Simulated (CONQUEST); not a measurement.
Input of a CONQUEST 1.3 run:

Contents of Conquest_input:

```
IO.Title BN
IO.Coordinates coords.dat
IO.FractionalAtomicCoords F
IO.Iprint 2
IO.Iprint_init 1
General.NumberOfSpecies 2
General.PseudopotentialType hamann
General.DistanceUnits A
General.DFT_D2 T
AtomMove.TypeOfRun static
AtomMove.FullStress T
Grid.GridCutoff 120
DM.SolutionMethod diagon
Diag.MPMesh T
Diag.GammaCentred T
Diag.MPMeshX 8
Diag.MPMeshY 5
Diag.MPMeshZ 3
Diag.kT 0.00099223
minE.SCTolerance 1e-6
SC.MaxIters 100
IO.AtomChargeOutput T
IO.DumpChargeDensity T
%block ChemicalSpeciesLabel
1 14.010 N
2 10.810 B
%endblock
```

Contents of coords.dat:

```
    2.3988379590     0.0000000000     0.0000000000
    0.0000000000     4.1514610320     0.0000000000
    0.0000000000     0.0000000000     6.6990102700
8
  0.0000000000   0.6918465439   3.3495051350 1 T T T
  0.0000000000   2.7675770599   0.0000000000 1 T T T
  1.1994189795   0.6918465439   0.0000000000 1 T T T
  1.1994189795   2.7675770599   3.3495051350 1 T T T
  0.0000000000   0.0002019686   0.0000000000 2 T T T
  0.0000000000   2.0759324846   3.3495051350 2 T T T
  1.1994189795   0.0002019686   3.3495051350 2 T T T
  1.1994189795   2.0759324846   0.0000000000 2 T T T
```

Potentials or basis: PseudoDojo NC PBE, DZP, grid cutoff 120 Ha.

The run is started by

```sh
$ Conquest
```

Question: Estimate the band gap on the k mesh.

Answer: 3.86 eV.

Question: Estimate the pressure.

Answer: 40.5 GPa.

Stress tensor (GPa, compression positive):
```
63.39  0.00  0.00
 0.00 63.39  0.00
 0.00  0.00 -5.24
```

Caveat: the log labels positions in bohr as Å; the real-space grid is too coarse here: the forces don't sum to zero and aren't listed, and the energy moves when atoms move against the grid; an odd mesh through Γ misses points on the zone boundary, where band edges often lie; the basis of atomic orbitals isn't converged, which shifts pressures, moduli and gaps.
